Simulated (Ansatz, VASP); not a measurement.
GaN in VASP and in Ansatz

File INCAR:

```
PREC = Accurate ; ENCUT = 600
EDIFF = 1E-6 ; ISMEAR = -1
SIGMA = 0.05 ; LREAL = F
LASPH = T ; NELM = 80
ALGO = Normal ; ISIF = 3
LWAVE = F ; LCHARG = F
GGA = RE ; IBRION = 2
NSW = 60 ; EDIFFG = -0.01
```

Contents of KPOINTS:

```
Automatic mesh
0
Gamma
  10 10 5
```

POSCAR

```
GaN
1.0
    3.1800000000      0.0000000000      0.0000000000
   -1.5900000000      2.7539607840      0.0000000000
    0.0000000000      0.0000000000      5.1660000000
Ga N
2 2
Direct
    0.6666666667      0.3333333333      0.5000000000
    0.3333333333      0.6666666667      0.0000000000
    0.6666666667      0.3333333333      0.8750000000
    0.3333333333      0.6666666667      0.3750000000
```

input.yaml

```yaml
crystal:
  lattice:
    - [3.18, 0.0, 0.0]
    - [-1.59, 2.753960784, 0.0]
    - [0.0, 0.0, 5.166]
  atoms:
    - { symbol: Ga, position: [0.6666666667, 0.3333333333, 0.5] }
    - { symbol: Ga, position: [0.3333333333, 0.6666666667, 0.0] }
    - { symbol: "N", position: [0.6666666667, 0.3333333333, 0.875] }
    - { symbol: "N", position: [0.3333333333, 0.6666666667, 0.375] }
hamiltonian:
  xc: revpbe
  pseudopotentials: { kind: paw }
kpoints:
  mp_grid: { grid: [10, 10, 5] }
scf:
  occupations: { method: fermi_dirac, width: 0.05 }
output:
  forces: true
  stress: true
relax:
  f_tol: 0.01
  max_steps: 40
  cell: { stress_tol: 0.05 }
```

Alike in both runs: task relaxation of cell and atoms; functional revPBE; k mesh 10 × 10 × 5; occupations fermi-dirac, width 0.05 eV; no spin polarisation.

```csv
,VASP,Ansatz
version,VASP 6.6.1,Ansatz 0.2.0
potentials or method,"VASP PAW PBE potentials, release 64 (Ga_d, N)",Ansatz PAW
plane-wave cutoff (eV),600,420
valence electrons in the cell,36,36
```

Ansatz gave:

* relaxed volume (Å³/atom): 11.96
* relaxed cell length with the largest relative difference (Å): 3.237
* energy change over the relaxation (meV/atom): -20

Task: Which values does VASP return?

Result: Relaxed volume (Å³/atom): 11.95; relaxed cell length with the largest relative difference (Å): 3.236; energy change over the relaxation (meV/atom): -20.

Caveats: the PAW data sets were made with another functional, which shifts forces and pressure a little (VASP); the plane-wave basis is chosen anew once the cell has moved, so the energies of steps on either side of that aren't comparable (Ansatz); the pressure holds a Pulay correction of +0.5 GPa for the finite cutoff (Ansatz); the PAW data sets come from PBE, with cores solved anew for the run's functional, which leaves a small shift of forces and pressure (Ansatz). revPBE gives volumes clearly too large for solids. Zero-point motion and thermal expansion aren't in these numbers.
